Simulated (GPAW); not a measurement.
# zigzag Co chain, bond 2.576 A: cost and accuracy of the plane-wave cutoff

Two starts of zigzag Co chain, bond 2.576 A are run at each rung of the plane-wave cutoff. Which rung is enough?

Calculated with GPAW 26.7.0; PBE; plane waves with GPAW's PAW setups, scalar-relativistic.

### Step 1. Starting point

The cell holds 2 atoms: 2 Co. Its edges and angles: a = 12.000 Å, b = 12.000 Å, c = 3.091 Å, α = 90.0°, β = 90.0°, γ = 90.0°. model lattice. Vacuum lies along a and b. The structure's axis is c.

### Step 2. Rung 1 (250 eV), start ferro ++

The ladder starts at a low cutoff and climbs, to see from where on the results stand still.

order1.py reads:

```python
import json
import numpy as np
from ase import Atoms
from ase.parallel import paropen, parprint
from gpaw import GPAW

atoms = Atoms(['Co', 'Co'],
    cell=[[12.0, 0.0, 0.0],
         [0.0, 12.0, 0.0],
         [0.0, 0.0, 3.0912]],
    scaled_positions=[[0.41413333, 0.5, 0.0],
         [0.58586667, 0.5, 0.5]],
    pbc=True,
    magmoms=[2.0, 2.0])
atoms.calc = GPAW(mode={'name': 'pw', 'ecut': 250},
    xc='PBE',
    kpts={'size': (1, 1, 10), 'gamma': True},
    occupations={'name': 'marzari-vanderbilt', 'width': 0.01},
    convergence={'density': 0.001, 'energy': 1e-05},
    maxiter=200,
    symmetry={'tolerance': 1e-4},
    txt='order1.txt')
e = atoms.get_potential_energy(force_consistent=True)
res = {'free_energy': e, 'energy_sigma0': atoms.get_potential_energy(), 'fermi_energy': atoms.calc.get_fermi_level()}
res['moments'] = atoms.get_magnetic_moments().tolist()
res['total'] = atoms.get_magnetic_moment()
parprint('site moments (muB):', np.round(res['moments'], 3))
parprint(f"total moment: {res['total']:.3f} muB")
parprint(f'free energy: {e:.6f} eV')
atoms.calc.write('order1.gpw')
with paropen('results.json', 'w') as f:
    json.dump(res, f)
```

The run is started by

```console
$ OMP_NUM_THREADS=1 python3 order1.py > order1.log
```

Output:

```text
site moments (muB): [2.093 2.093]
total moment: 4.611 muB
free energy: -8.691289 eV

--- order1.txt ---
Input parameters:
  mode=PW(ecut=250),
  convergence={'density': 0.001, 'energy': 1e-05},
  kpts=MonkhorstPack(size=(1, 1, 10), gamma=True),
  maxiter=200,
  occupations=Occupations(name='marzari-vanderbilt', width=0.01),
  symmetry=Symmetry(tolerance=0.0001),
  xc=XC(name='PBE')

Diagonalizing LCAO Hamiltonian
Converting LCAO to pw mode
        .----------------------------.
       /|                            |
      / |                            |
     /  |                            |
    /   .----------------------------.
   /   /             Co             /
  /   /                            /
 *   /                            /
 |  /            Co              /
 | /                            /
 |/                            /
 *----------------------------*

Atoms  # Å, Bohr magnetons
|   | symbol |        x |        y |        z |    initial magnetic moments |
|---|--------|----------|----------|----------|-----------------------------|
| 0 |     Co | 4.969600 | 6.000000 | 0.000000 | ( 0.0000,  0.0000,  2.0000) |
| 1 |     Co | 7.030400 | 6.000000 | 1.545600 | ( 0.0000,  0.0000,  2.0000) |

Unit cell  # Å
| periodic |         x |         y |        z |   lengths |    angles |
|----------|-----------|-----------|----------|-----------|-----------|
|      yes | 12.000000 |  0.000000 | 0.000000 | 12.000000 | 90.000000 |
|      yes |  0.000000 | 12.000000 | 0.000000 | 12.000000 | 90.000000 |
|      yes |  0.000000 |  0.000000 | 3.091200 |  3.091200 | 90.000000 |

Number of symmetries: 4

BZ-sampling:
  Number of BZ points: 10
  Number of IBZ points: 6

  Monkhorst-Pack size: [1, 1, 10]
  Monkhorst-Pack shift: [0.0, 0.0, 0.05]

Plane wave coefficients: 4080
Cutoff: 250.0 eV

Spin-components: 2 (collinear spins)
Bands:           18
Projectors:      12
Spin-degeneracy: 1
Datatype:        complex128

Parallelization:
  kpt:    1
  domain: 1
  band:   1

Density:
  Valence electrons: 18.0
  Components: 2
  Grid points: [45 45 12]
  Charge: 0.0  # |e|

Potential:
  Grid points: [45 45 12]

[... setups left out ...]
Reference energy: -75805.419811  # eV

eigensolver:
  PPCG
  Converge bands: occupied
  niter=2

density mixing:
  MSR1-Mixer
  Pratt-step length: 0.05
  Maximum mixing coefficient: 0.75
  Old densities: 10
  SVD Regularization: 0.005
  Good broyden scale: 1.0
  Trust region scale: 1.0
  Backstep threshold: 4.0
  History deletion threshold: 6.0
  Fourier metric: weight=20.0, sigma=0.015

occupation numbers:
  Marzari-Vanderbilt:
    width: 0.0100  # eV

poisson solver:
  ecut: 2000.0  # eV

xc functional:
  name: PBE with 2 nearest neighbor stencil

convergence criteria:
- Maximum integral of absolute [dens]ity change: 0.001 electrons / valence electron
- Maximum [total energy] change in last 3 cyles: 1e-05 eV / valence electron
- Maximum integral of absolute [eigenst]ate change: 4e-08 eV^2 / valence electron
maximum number of iterations: 200

SCF iterations
|iter     |      energy | eigst |  dens |  magmom |
|---------|-------------|-------|-------|---------|
|iter:   1|       0s |  -10.530720 | -0.73 |       |  +4.0063|
|iter:   2|       1s |   -9.684793 | -1.61 | -0.68 |  +3.9760|
|iter:   3|       2s |   -8.481125 | -0.81 | -0.81 |  +4.0475|
|iter:   4|       3s |   -8.501028 | -1.97 | -1.13 |  +4.1318|
|iter:   5|       4s |   -8.549895 | -3.00 | -1.22 |  +4.2168|
|iter:   6|       5s |   -8.635581 | -2.57 | -1.30 |  +4.3605|
|iter:   7|       6s |   -8.686516 | -2.82 | -1.25 |  +4.3949|
|iter:   8|       7s |   -8.668712 | -2.42 | -0.96 |  +4.5012|
|iter:   9|       8s |   -8.674089 | -2.51 | -1.59 |  +4.5428|
|iter:  10|       9s |   -8.675788 | -2.96 | -1.48 |  +4.6310|
|iter:  11|      10s |   -8.694489 | -3.33 | -1.61 |  +4.6387|
|iter:  12|      11s |   -8.687304 | -3.52 | -1.57 |  +4.6084|
|iter:  13|      12s |   -8.693845 | -3.45 | -1.95 |  +4.6570|
|iter:  14|      12s |   -8.759632 | -2.37 | -1.57 |  +4.5557|
|iter:  15|      13s |   -8.688309 | -2.62 | -1.08 |  +4.5878|
|iter:  16|      14s |   -8.689455 | -4.02 | -1.69 |  +4.6120|
|iter:  17|      15s |   -8.690893 | -4.58 | -2.34 |  +4.6100|
|iter:  18|      16s |   -8.691076 | -4.72 | -2.46 |  +4.6182|
|iter:  19|      17s |   -8.691166 | -5.36 | -2.66 |  +4.6149|
|iter:  20|      18s |   -8.691281 | -5.35 | -2.80 |  +4.6192|
|iter:  21|      19s |   -8.691286c| -5.55 | -2.58 |  +4.6212|
|iter:  22|      20s |   -8.691285c| -5.80 | -2.57 |  +4.6200|
|iter:  23|      21s |   -8.691284c| -6.49 | -3.24c|  +4.6188|
|iter:  24|      22s |   -8.691288c| -6.69 | -3.53c|  +4.6171|
|iter:  25|      22s |   -8.691289c| -7.09 | -2.99 |  +4.6151|
|iter:  26|      23s |   -8.691289c| -6.87 | -3.12c|  +4.6130|
|iter:  27|      24s |   -8.691289c| -7.35 | -3.62c|  +4.6116|
|iter:  28|      25s |   -8.691289c| -7.89c| -3.65c|  +4.6111|

Converged in 28 steps
Energy contributions relative to reference atoms: (reference = -75805.419811)

Energy contributions:
  Kinetic:           8.582646
  Coulomb:          -4.722286
  Zero:              0.612521
  External:          0.000000
  Xc:              -13.163748
  Entropy:          -0.000422
  Spinorbit:         0.000000
  ----------------------------
  Free energy:      -8.691289
  Extrapolated:     -8.691289

dipole moment: (0.000002, -0.000010, -8.257492)  # |e|*Ang

Total magnetic moment: (0.000000, 0.000000, 4.611109)

Local magnetic moments
|        x |        y |        z |
|----------|----------|----------|
| 0.000000 | 0.000000 | 2.093396 |  # Co   0
| 0.000000 | 0.000000 | 2.093404 |  # Co   1

Fermi level: -3.406
Eigenvalues  # (at kpt = [0.000, 0.000, 0.000])
| band index |      eig [eV] | occ [0-1] |      eig [eV] | occ [0-1] |
|------------|---------------|-----------|---------------|-----------|
|          0 |        -7.257 |     1.000 |        -6.909 |     1.000 |
|          1 |        -6.674 |     1.000 |        -4.949 |     1.000 |
|          2 |        -5.952 |     1.000 |        -4.159 |     1.000 |
|          3 |        -5.946 |     1.000 |        -3.996 |     1.000 |
|          4 |        -5.603 |     1.000 |        -3.790 |     1.000 |
|          5 |        -5.594 |     1.000 |        -3.464 |     1.000 |
|          6 |        -5.375 |     1.000 |        -3.219 |     0.000 |
|          7 |        -5.328 |     1.000 |        -2.911 |     0.000 |
|          8 |        -5.015 |     1.000 |        -2.903 |     0.000 |
|          9 |        -4.856 |     1.000 |        -2.879 |     0.000 |
|         10 |        -4.739 |     1.000 |        -2.844 |     0.000 |
|         11 |        -4.031 |     1.000 |        -2.530 |     0.000 |
|         12 |        -1.789 |     0.000 |        -1.588 |     0.000 |
|         13 |        -1.281 |     0.000 |        -0.759 |     0.000 |
|         14 |         0.416 |     0.000 |         0.625 |     0.000 |
|         15 |         0.528 |     0.000 |         0.800 |     0.000 |
|         16 |         1.190 |     0.000 |         1.330 |     0.000 |
|         17 |         1.352 |     0.000 |         1.536 |     0.000 |

No gap
No difference between direct/indirect transitions
```

The job ended after 28 s (1 MPI rank of Intel Xeon Platinum 8488C (Sapphire Rapids), shared host; peak memory 0.2 GiB).

Numbers from this step:

```yaml
magnetization: 4.611 μB
final_state: ferromagnetic
largest_moment: 2.093 μB
```

After 28 cycles the largest moment stands at 2.09 μB.

### Step 3. Rung 1 (250 eV), start antiferro +-

The second start gives the energy difference between the two end states, the quantity that is followed up the ladder.

order2.py is the script of step 2 with these lines changed:

```diff
@@ -13,3 +13,3 @@
     pbc=True,
-    magmoms=[2.0, 2.0])
+    magmoms=[2.0, -2.0])
 atoms.calc = GPAW(mode={'name': 'pw', 'ecut': 250},
@@ -21,3 +21,3 @@
     symmetry={'tolerance': 1e-4},
-    txt='order1.txt')
+    txt='order2.txt')
 e = atoms.get_potential_energy(force_consistent=True)
@@ -29,3 +29,3 @@
 parprint(f'free energy: {e:.6f} eV')
-atoms.calc.write('order1.gpw')
+atoms.calc.write('order2.gpw')
 with paropen('results.json', 'w') as f:
```

The run is started by

```console
$ OMP_NUM_THREADS=1 python3 order2.py > order2.log
```

Output:

```text
site moments (muB): [ 1.933 -1.933]
total moment: 0.000 muB
free energy: -8.326570 eV

--- order2.txt ---
Input parameters:
  mode=PW(ecut=250),
  convergence={'density': 0.001, 'energy': 1e-05},
  kpts=MonkhorstPack(size=(1, 1, 10), gamma=True),
  maxiter=200,
  occupations=Occupations(name='marzari-vanderbilt', width=0.01),
  symmetry=Symmetry(tolerance=0.0001),
  xc=XC(name='PBE')

Diagonalizing LCAO Hamiltonian
Converting LCAO to pw mode
        .----------------------------.
       /|                            |
      / |                            |
     /  |                            |
    /   .----------------------------.
   /   /             Co             /
  /   /                            /
 *   /                            /
 |  /            Co              /
 | /                            /
 |/                            /
 *----------------------------*

Atoms  # Å, Bohr magnetons
|   | symbol |        x |        y |        z |    initial magnetic moments |
|---|--------|----------|----------|----------|-----------------------------|
| 0 |     Co | 4.969600 | 6.000000 | 0.000000 | ( 0.0000,  0.0000,  2.0000) |
| 1 |     Co | 7.030400 | 6.000000 | 1.545600 | ( 0.0000,  0.0000, -2.0000) |

Number of symmetries: 4

BZ-sampling:
  Number of BZ points: 10
  Number of IBZ points: 6

  Monkhorst-Pack size: [1, 1, 10]
  Monkhorst-Pack shift: [0.0, 0.0, 0.05]

Plane wave coefficients: 4080
Cutoff: 250.0 eV

Spin-components: 2 (collinear spins)
Bands:           15
Projectors:      12
Spin-degeneracy: 1
Datatype:        complex128

Parallelization:
  kpt:    1
  domain: 1
  band:   1

Density:
[...]
|iter:  34|      27s |   -8.326570c| -7.05 | -3.51c|  +0.0004|
|iter:  35|      27s |   -8.326570c| -7.76c| -3.72c|  +0.0002|

Converged in 35 steps
Energy contributions relative to reference atoms: (reference = -75805.419811)

Energy contributions:
  Kinetic:          13.834563
  Coulomb:          -8.430188
  Zero:              0.602037
  External:          0.000000
  Xc:              -14.333078
  Entropy:           0.000095
  Spinorbit:         0.000000
  ----------------------------
  Free energy:      -8.326570
  Extrapolated:     -8.326570

dipole moment: (-0.000052, -0.000010, -8.243281)  # |e|*Ang

Total magnetic moment: (0.000000, 0.000000, 0.000247)

Local magnetic moments
|        x |        y |         z |
|----------|----------|-----------|
| 0.000000 | 0.000000 |  1.933061 |  # Co   0
| 0.000000 | 0.000000 | -1.932989 |  # Co   1

Fermi level: -3.211
Eigenvalues  # (at kpt = [0.000, 0.000, 0.000])
| band index |      eig [eV] | occ [0-1] |      eig [eV] | occ [0-1] |
|------------|---------------|-----------|---------------|-----------|
|          0 |        -6.980 |     1.000 |        -6.980 |     1.000 |
|          1 |        -6.005 |     1.000 |        -6.005 |     1.000 |
|          2 |        -5.559 |     1.000 |        -5.559 |     1.000 |
|          3 |        -5.283 |     1.000 |        -5.283 |     1.000 |
|          4 |        -4.886 |     1.000 |        -4.886 |     1.000 |
[...]
|         11 |        -2.458 |     0.000 |        -2.458 |     0.000 |
|         12 |        -1.675 |     0.000 |        -1.675 |     0.000 |
|         13 |        -0.910 |     0.000 |        -0.909 |     0.000 |
|         14 |         0.655 |     0.000 |         0.656 |     0.000 |

Gap: 0.023 eV
Transition (v -> c):
  (s=0, k=0, n=8, [0.00, 0.00, 0.00]) -> (s=0, k=2, n=9, [0.00, 0.00, 0.20])
Direct/indirect transitions are different
Direct gap: 0.256 eV
Transition at: (s=0, k=1, n=8, [0.00, 0.00, 0.10])
```

Wall time 30 s (1 MPI rank); peak memory 0.2 GiB.

Numbers from this step:

- magnetization: 0 μB
- final state: antiferromagnetic
- largest moment: 1.933 μB

This start lies +182.4 meV a seeded atom from the first; its largest moment is 1.93 μB.

### Step 4. Rung 2 (325 eV), start ferro ++

order1.py is the script of step 2 with these lines changed:

```diff
@@ -14,3 +14,3 @@
     magmoms=[2.0, 2.0])
-atoms.calc = GPAW(mode={'name': 'pw', 'ecut': 250},
+atoms.calc = GPAW(mode={'name': 'pw', 'ecut': 325},
     xc='PBE',
```

The run is started by

```console
$ OMP_NUM_THREADS=1 python3 order1.py > order1.log
```

Output:

```text
site moments (muB): [2.132 2.132]
total moment: 4.802 muB
free energy: -9.605130 eV

--- order1.txt ---
Input parameters:
  mode=PW(ecut=325),
  convergence={'density': 0.001, 'energy': 1e-05},
  kpts=MonkhorstPack(size=(1, 1, 10), gamma=True),
  maxiter=200,
  occupations=Occupations(name='marzari-vanderbilt', width=0.01),
  symmetry=Symmetry(tolerance=0.0001),
  xc=XC(name='PBE')

Diagonalizing LCAO Hamiltonian
[...]
|          3 |        -6.059 |     1.000 |        -4.130 |     1.000 |
|          4 |        -5.825 |     1.000 |        -4.030 |     1.000 |
[...]
|         14 |         0.357 |     0.000 |         0.718 |     0.000 |
|         15 |         0.601 |     0.000 |         0.788 |     0.000 |
|         16 |         1.240 |     0.000 |         1.444 |     0.000 |
|         17 |         1.389 |     0.000 |         1.643 |     0.000 |

No gap
No difference between direct/indirect transitions


[key lines of the parts left out:]
Free energy:      -9.605130
Converged in 48 steps
dipole moment: (-0.000014, -0.000010, -8.242727)  # |e|*Ang
Fermi level: -3.481
```

Elapsed: 60 s, on 1 MPI rank; peak memory 0.24 GiB.

Read from the output:

- magnetization: 4.802 μB
- final state: ferromagnetic
- largest moment: 2.132 μB

The largest moment moves by +0.04 μB from rung 1, at 2.2 times its CPU time.

### Step 5. Rung 2 (325 eV), start antiferro +-

order2.py is the script of step 3 with these lines changed:

```diff
@@ -14,3 +14,3 @@
     magmoms=[2.0, -2.0])
-atoms.calc = GPAW(mode={'name': 'pw', 'ecut': 250},
+atoms.calc = GPAW(mode={'name': 'pw', 'ecut': 325},
     xc='PBE',
```

The run is started by

```console
$ OMP_NUM_THREADS=1 python3 order2.py > order2.log
```

Output:

```text
site moments (muB): [ 1.933 -1.933]
total moment: -0.000 muB
free energy: -9.240403 eV

--- order2.txt ---
Input parameters:
  mode=PW(ecut=325),
  convergence={'density': 0.001, 'energy': 1e-05},
  kpts=MonkhorstPack(size=(1, 1, 10), gamma=True),
  maxiter=200,
  occupations=Occupations(name='marzari-vanderbilt', width=0.01),
  symmetry=Symmetry(tolerance=0.0001),
  xc=XC(name='PBE')

Diagonalizing LCAO Hamiltonian
[...]
|         11 |        -2.458 |     0.000 |        -2.458 |     0.000 |
|         12 |        -1.685 |     0.000 |        -1.685 |     0.000 |
|         13 |        -0.918 |     0.000 |        -0.918 |     0.000 |
|         14 |         0.657 |     0.000 |         0.657 |     0.000 |

Gap: 0.021 eV
Transition (v -> c):
  (s=0, k=0, n=8, [0.00, 0.00, 0.00]) -> (s=1, k=2, n=9, [0.00, 0.00, 0.20])
Direct/indirect transitions are different
Direct gap: 0.255 eV
Transition at: (s=0->1, k=1, n=8, [0.00, 0.00, 0.10])


[key lines of the parts left out:]
Free energy:      -9.240403
Converged in 37 steps
dipole moment: (0.000086, -0.000010, -8.221816)  # |e|*Ang
Fermi level: -3.211
```

Wall time 43 s (1 MPI rank); peak memory 0.24 GiB.

This step gave:

```yaml
magnetization: 0 μB
final_state: antiferromagnetic
largest_moment: 1.933 μB
```

This start lies +182.4 meV a seeded atom from the first, a change of +0.0 meV since rung 1; its largest moment is 1.93 μB.

### Step 6. Rung 3 (400 eV), start ferro ++

order1.py is the script of step 4 with these lines changed:

```diff
@@ -14,3 +14,3 @@
     magmoms=[2.0, 2.0])
-atoms.calc = GPAW(mode={'name': 'pw', 'ecut': 325},
+atoms.calc = GPAW(mode={'name': 'pw', 'ecut': 400},
     xc='PBE',
```

The run is started by

```console
$ OMP_NUM_THREADS=1 python3 order1.py > order1.log
```

Output:

```text
gpaw.KohnShamConvergenceError

--- order1.txt ---
Input parameters:
  mode=PW(ecut=400),
  convergence={'density': 0.001, 'energy': 1e-05},
  kpts=MonkhorstPack(size=(1, 1, 10), gamma=True),
  maxiter=200,
  occupations=Occupations(name='marzari-vanderbilt', width=0.01),
  symmetry=Symmetry(tolerance=0.0001),
  xc=XC(name='PBE')

Diagonalizing LCAO Hamiltonian
Converting LCAO to pw mode
        .----------------------------.
       /|                            |
      / |                            |
     /  |                            |
    /   .----------------------------.
[...]
|iter:   4|       5s |  -11.677183 | -0.88 | -0.93 |  +4.1100|
|iter:   5|       6s |   -9.616789 | -1.27 | -0.33 |  +4.0604|
|iter:   6|       8s |   -9.719489 | -1.30 | -1.12 |  +4.2385|
[...]
[... 180 iterations left out ...]
[...]
|iter: 194|     304s |   -9.785210c| -5.50 | -1.96 |  +4.6604|
|iter: 195|     306s |   -9.785219c| -6.48 | -1.97 |  +4.6609|
[...]
|iter: 197|     309s |   -9.786867 | -3.68 | -2.02 |  +4.7368|
|iter: 198|     310s |   -9.786131 | -3.34 | -2.64 |  +4.6958|
|iter: 199|     312s |   -9.785985 | -4.41 | -2.57 |  +4.6889|
|iter: 200|     313s |   -9.786739 | -3.38 | -2.42 |  +4.7262|
```

The job ended after 5.3 min (1 MPI rank; peak memory 0.3 GiB).

No converged result was reached; the numbers in the log don't describe the system.

A smaller mixing step or another start is the usual next try.

### Step 7. Rung 3 (400 eV), start antiferro +-

order2.py is the script of step 5 with these lines changed:

```diff
@@ -14,3 +14,3 @@
     magmoms=[2.0, -2.0])
-atoms.calc = GPAW(mode={'name': 'pw', 'ecut': 325},
+atoms.calc = GPAW(mode={'name': 'pw', 'ecut': 400},
     xc='PBE',
```

The run is started by

```console
$ OMP_NUM_THREADS=1 python3 order2.py > order2.log
```

Output:

```text
site moments (muB): [ 1.934 -1.934]
total moment: -0.000 muB
free energy: -9.432036 eV

--- order2.txt ---
Input parameters:
  mode=PW(ecut=400),
  convergence={'density': 0.001, 'energy': 1e-05},
  kpts=MonkhorstPack(size=(1, 1, 10), gamma=True),
  maxiter=200,
  occupations=Occupations(name='marzari-vanderbilt', width=0.01),
  symmetry=Symmetry(tolerance=0.0001),
  xc=XC(name='PBE')

Diagonalizing LCAO Hamiltonian
[...]
|         11 |        -2.450 |     0.000 |        -2.450 |     0.000 |
|         12 |        -1.678 |     0.000 |        -1.678 |     0.000 |
|         13 |        -0.911 |     0.000 |        -0.911 |     0.000 |
|         14 |         0.660 |     0.000 |         0.660 |     0.000 |

Gap: 0.024 eV
Transition (v -> c):
  (s=1, k=0, n=8, [0.00, 0.00, 0.00]) -> (s=1, k=2, n=9, [0.00, 0.00, 0.20])
Direct/indirect transitions are different
Direct gap: 0.259 eV
Transition at: (s=1, k=1, n=8, [0.00, 0.00, 0.10])


[key lines of the parts left out:]
Free energy:      -9.432036
Converged in 29 steps
dipole moment: (0.000054, -0.000010, -8.222005)  # |e|*Ang
Fermi level: -3.208
```

Wall time 42 s (1 MPI rank); peak memory 0.28 GiB.

Read from the output:

| Item | Value |
| --- | --- |
| magnetization | 0 μB |
| final state | antiferromagnetic |
| largest moment | 1.934 μB |

The largest moment is that of rung 2, at 0.97 times its CPU time.

(Part 1 of 2 ends here.)

[Logs and program files are shortened in this print: banners, set-up blocks, solver, clock and traceback lines can be left out without a mark of their own.]

[Logs are printed without paths, hosts, clocks, repeated set-up lines and the standing remarks that a program may print on its own settings, such as how far it seeks lower states.]

[Hosts, paths, dates, database ids (printed as entryN), source tags and the programs' standing remarks are cut or masked in the printed files.]

[Where a cell is said to come from a database of computed structures, the database is the Materials Project.]
